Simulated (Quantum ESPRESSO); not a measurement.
N:

```
CELL_PARAMETERS angstrom
2.51947 0.00000 0.00000
-1.25974 2.18193 0.00000
0.00000 0.00000 2.44600
ATOMIC_POSITIONS crystal
N 0.33333 0.66667 0.75000
N 0.66667 0.33333 0.25000
```

The real solid is made of molecules; this cell is a model form.

```yaml
Program: Quantum ESPRESSO 7.5
Task: single point
Functional: PBE
Potentials_or_basis: SSSP 1.3 efficiency PBE
Cutoff: 816 eV
Density_cutoff: 6531 eV
k_mesh: 12 × 12 × 11
Occupations: fermi-dirac, width 0.05 eV
Spin: no spin polarisation
```

On this cell: pressure 9.1 GPa; largest force under 0.003 eV/Å; band gap on the k mesh none (metal or under the smearing width).

The same run follows on a disturbed copy (atoms moved at random, drawn with an rms of 0.05 Å):

```
N
1.0
     2.51947    0.00000    0.00000
    -1.25974    2.18193    0.00000
     0.00000    0.00000    2.44600
N
2
Direct
  0.32898 0.66023 0.73606
  0.67162 0.33290 0.25859
```

**Question.** What changes?

**Answer.** The energy (extrapolated to zero smearing) moves by -30.7 meV/atom; pressure 9.6 GPa; largest force 2.175 eV/Å; band gap on the k mesh none (metal or under the smearing width).

Forces on the atoms (eV/Å):
```
N   -0.127 -0.086 -2.169
N    0.127  0.086  2.169
```

Stress tensor (GPa, compression positive):
```
 9.83 -2.24  0.62
-2.24 13.44  0.48
 0.62  0.48  5.42
```

The energy falls, though the first cell shows no forces: that form is unstable against this distortion, unless noise or another electronic state is at work.
